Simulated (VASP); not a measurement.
Input of a VASP 6.6.1 run:

The input INCAR:

```
PREC = Accurate
ENCUT = 520
EDIFF = 1E-7
ISMEAR = -1
SIGMA = 0.05
LREAL = False
LASPH = True
NELM = 100
ALGO = Fast
ISIF = 2
LWAVE = False
LCHARG = True
LDIPOL = True
IDIPOL = 3
DIPOL = 0.5 0.5 0.500
GGA = 91
LELF = True
LVHAR = True
LVACPOTAV = True
```

The input KPOINTS:

```
Automatic mesh
0
Gamma
  7 7 1
```

Contents of POSCAR:

```
Hg
1.0
    3.6057960290      0.0000000000      0.0000000000
    1.7995193020      3.1246592269      0.0000000000
    0.0000000000      0.0000000000     23.4440744872
Hg
4
Direct
    0.3343437984      0.3343437984      0.3199102615
    0.6692523297      0.6692523297      0.4410345604
    0.3337790654      0.3337790654      0.5589654396
    0.6686875968      0.6686875968      0.6800897385
```

Potentials or basis: VASP PAW PBE potentials, release 64 (Hg).

Launch:

```console
$ cat potpaw_PBE.64/Hg/POTCAR > POTCAR
$ mpirun -np 1 vasp_std > vasp.out
```

What does it give for the ionisation potential of the upper face?

5.35 eV.

Predict the largest force.

0.015 eV/Å.

What does it give for the band gap on the k mesh?

1.35 eV, indirect (least direct gap 1.88 eV).

Forces on the atoms (eV/Å):
```
Hg   0.000  0.000  0.015
Hg  -0.001 -0.001  0.005
Hg   0.001  0.001 -0.005
Hg   0.000  0.000 -0.015
```

Caveat: the PAW data sets were made with another functional, which shifts forces and pressure a little; spin-orbit coupling is left out, which moves the levels of the heavy elements. A hybrid or GW would open this gap; PW91 tends to underestimate it.
